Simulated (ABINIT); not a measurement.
Runs of ABINIT 10.8.3 (patched build) on P. Symmetry: Cmce, No. 64, orthorhombic system. The conventional cell has a = 3.295 Å, b = 10.930 Å, c = 4.544 Å, α = 90.00°, β = 90.00°, γ = 90.00°. P (site symmetry m) is surrounded by 3 P at 2.20 to 2.25 Å. 

| task | level | potentials or basis | cell | k mesh | cutoff (eV) | cell freedom (optcell) | optimiser (ionmov) | cutoff smearing ecutsm (Ha) | force stop (Ha/bohr) | fine-grid cutoff | mesh quality | gap on the mesh (eV) | pressure (GPa) | relaxed volume (Å³/atom) | largest force (eV/Å) |
| --- | --- | --- | --- | --- | --- | --- | --- | --- | --- | --- | --- | --- | --- | --- | --- |
| relaxation of cell and atoms | PBE | PseudoDojo NC SR PBE v0.5 stringent | relaxed | 6 × 6 × 4 | 490 | 2 | 22 | 0.5 | 2e-05 | - | not flagged | 0.12 | 0.0 | 21.19 | - |
| single point | r2SCAN | JTH PAW PBE v2.0 | as given | 3 × 3 × 2 | 653 | - | - | - | - | 1251.72 eV | coarse | 0.86 | - | - | 0.27 |
| single point | PBE | JTH PAW PBE v2.0 | as given | 6 × 6 × 5 | 544 | - | - | - | - | 1088.46 eV | not flagged | 0.10 | 1.9 | - | 0.33 |
| single point | PBEsol | JTH PAW PBE v2.0 | as given | 5 × 5 × 4 | 544 | - | - | - | - | 1088.46 eV | not flagged | 0.37 | -0.4 | - | 0.31 |
| relaxation of cell and atoms | LDA | PseudoDojo NC SR LDA v0.4.1 standard | relaxed | 6 × 6 × 4 | 490 | 2 | 22 | 0.5 | 2e-05 | - | not flagged | none | 0.0 | (b) | - |
| single point | LDA | JTH PAW LDA v2.0 | as given | 6 × 6 × 5 | 544 | - | - | - | - | 1088.46 eV | not flagged | none | -2.1 | - | 0.20 |
| relaxation of cell and atoms | PBEsol | PseudoDojo NC SR PBEsol v0.4.1 standard | relaxed | 8 × 8 × 6 | 599 | 2 | 2 | 0.5 | 0.0002 | - | not flagged | none | 0.0 | (a) | - |
| single point | PBEsol | JTH PAW PBE v2.0 | as given | 6 × 6 × 5 | 544 | - | - | - | - | 1088.46 eV | not flagged | none | -0.5 | - | 0.31 |
| single point | LDA | PseudoDojo NC SR LDA v0.4.1 standard | as given | 6 × 6 × 4 | 490 | - | - | - | - | - | not flagged | none | -2.3 | - | 0.19 |
| single point | PBE | JTH PAW PBE v2.0 | as given | 8 × 8 × 6 | 544 | - | - | - | - | 1088.46 eV | not flagged | 0.10 | 1.9 | - | 0.33 |
| single point | LDA | JTH PAW LDA v2.0 | as given | 3 × 3 × 2 | 544 | - | - | - | - | 1088.46 eV | coarse | 0.52 | (c) | - | 0.34 |

Alike in all rows: no spin polarisation; smearing fermi-dirac 0.05 eV.

Question: Estimate the missing entries.

Answer: (a) 17.85; (b) 17.04; (c) -1.8.

Caveats: some runs use coarse meshes; an odd mesh through Γ misses points on the zone boundary, where band edges often lie (some runs); the PAW data sets were made with another functional, which shifts forces and pressure a little (some runs); the volume moved by over 15 % at a fixed basis, so the end points are rough (some runs).

A gap of «none» marks a metal or a gap under the smearing width.

Not every run made on this cell is shown here.
